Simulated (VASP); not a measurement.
# Settings for Al₂O₃: self-consistent run

Al₂O₃, P-3m1 (no. 164), 5 atoms in the cell. RevPBE; PAW potentials Al, O (PBE set). VASP 6.6.1.

Wanted: energy within 0.2 meV/atom; levels at the zone centre within 0.003 eV.

What the run is for: comparing ways to start; Accuracy asked: tight.

Levels at the zone centre: counted from the valence top at that point.

POSCAR:
```
Al2O3
1.0
    3.0174825440      0.0000000000      0.0000000000
   -1.5087412720      2.6132165386      0.0000000000
    0.0000000000      0.0000000000      7.5746360022
Al O
2 3
Direct
    0.0000000000      0.0000000000      0.7220490000
    0.0000000000      0.0000000000      0.2779510000
    0.0000000000      0.0000000000      0.5000000000
    0.6666666667      0.3333333333      0.8005460000
    0.3333333333      0.6666666667      0.1994540000
```

## How the run starts (with a second run first, the time holds both)

| How the run starts (with a second run first, the time holds both) | Energy less reference (meV/atom) | Levels at the zone centre, largest deviation (eV) | Time (s) |
|---|---|---|---|
| from scratch: 15 SCF iterations | 0.00 | 0.0000 | 25 |
| density of a coarse mesh (ICHARG 1): 15 + 7 SCF iterations | 0.00 | 0.0006 | 26 |
| orbitals of a lower cutoff (ISTART 1): 14 + 6 SCF iterations | 0.00 | 0.0001 | 29 |
| orbitals of a loose run: 11 + 6 SCF iterations | 0.00 | 0.0001 | 33 |

Chosen: from scratch: 15 SCF iterations; no other choice that stays within half of the tolerance saves 30 % of the time.

The chosen settings are those of the reference run.

Values of the reference run: Levels at the zone centre: 0, 0, 2.394 eV from the valence top at Gamma.

## The input

INCAR:
```
SYSTEM = Al2O3
  ALGO = Normal
  EDIFF = 1E-6
  EFERMI = MIDGAP
  ENCUT = 520
  GGA = RE
  GGA_COMPAT = .FALSE.
  ISIF = 2
  ISMEAR = 0
  LASPH = .TRUE.
  LCHARG = .FALSE.
  LREAL = .FALSE.
  LWAVE = .FALSE.
  NELM = 120
  PREC = Accurate
  SIGMA = 0.03
```

KPOINTS:
```
k-points
0
Gamma
  9 9 3
```

Commands:
```
cat potpaw_PBE.64/Al/POTCAR potpaw_PBE.64/O/POTCAR > POTCAR
mpirun -np 1 vasp_std > vasp.out
```

The chosen input took VASP 6.6.1 25 s on 1 core (Intel Xeon Platinum 8488C (Sapphire Rapids)), a shared host.

## An input that fails: restart asked without its files

VASP's message: ERROR: charge density could not be read from file CHGCAR for ICHARG>10.

Changes against the starting input:
```
- NELM = 120
+ NELM = 60
+ ICHARG = 11
```
